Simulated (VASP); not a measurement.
Input of a VASP 6.6.1 run:

Contents of INCAR:

```
ALGO = Normal ; EDIFF = 1E-6
EDIFFG = -0.01 ; ENCUT = 520
GGA = PE ; IBRION = 2
ISIF = 3 ; ISMEAR = 0
KPAR = 2 ; LASPH = True
LCHARG = False ; LREAL = False
LWAVE = False ; NELM = 120
NSW = 90 ; PREC = Accurate
SIGMA = 0.1
```

Contents of KPOINTS:

```
k-points
0
Gamma
  9 9 4
```

File POSCAR:

```
Br
1.0
    3.3632500000     -2.3225500000      0.0000000000
    3.3632500000      2.3225500000      0.0000000000
    0.0000000000      0.0000000000      8.7023000000
Br
4
Direct
    0.8651000000      0.1349000000      0.1099000000
    0.6349000000      0.3651000000      0.6099000000
    0.1349000000      0.8651000000      0.8901000000
    0.3651000000      0.6349000000      0.3901000000
```

Potentials or basis: VASP PAW PBE potentials, release 64 (Br).

Run with:

```console
$ cat potpaw_PBE.64/Br/POTCAR > POTCAR
$ mpirun -np 2 vasp_std > vasp.out
```

(1) Predict the relaxed cell.

(2) Estimate the relaxed volume.

(3) Estimate the space group after relaxing (to 0.05 Å).

(4) What does it give for the band gap on the k mesh?

## Answers

(1) a = 4.706 Å, b = 4.706 Å, c = 8.708 Å, α = 90.00°, β = 90.00°, γ = 53.86°.

(2) 38.94 Å³/atom.

(3) Cmce (No. 64).

(4) 1.36 eV, direct.

Caveat: an odd mesh through Γ misses points on the zone boundary, where band edges often lie; the volume moved by +15 % from the deposited cell, more than functionals usually miss.
